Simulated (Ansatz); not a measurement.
A run of Ansatz 0.2.0 is set up as follows.

The input input.yaml:

```yaml
crystal:
  lattice:
    - [1.6825786694, 0.9714372477, 2.1727634378]
    - [-1.6825786694, 0.9714372477, 2.1727634378]
    - [0.0, -1.9428744954, 2.1727634378]
  atoms:
    - { symbol: Hg, position_ang: [0.0, 0.0, 0.0] }
kpoints:
  mp_grid: { grid: [10, 10, 10] }
  band_path:
    path:
      - [0.0, 0.0, 0.0]
      - [0.5, 0.0, 0.0]
      - [0.5, 0.2999308232, -0.2999308232]
    npoints: 10
scf:
  occupations: { method: methfessel_paxton, width: 0.1 }
hamiltonian:
  xc: blyp
  dispersion: d3bj
  pseudopotentials:
    kind: all_electron
    lapw: { basis_error: 0.0005 }
    relativity: none
output:
  forces: true
  stress: true
  eigenvalues: true
```

Potentials or basis: all-electron LAPW, non-relativistic.

The run is started by

```bash
$ ansatz run input.yaml --threads 1 --pin off --max-ram 2560MiB --backend cpu --events-out ev --progress --plain --runs-dir out
```

Task: Predict the pressure.

Result: 21.6 GPa.

Task: Estimate the band gap along the path.

Result: None (metal or under the smearing width).

Stress tensor (GPa, compression positive):
```
16.07  0.00  0.00
 0.00 16.07  0.00
 0.00  0.00 32.79
```

Caveat: relativity is left out, which matters for the heavier elements; spin-orbit coupling is left out, which moves the levels of the heavy elements; pairwise dispersion overbinds metals, which lowers pressure and volume.
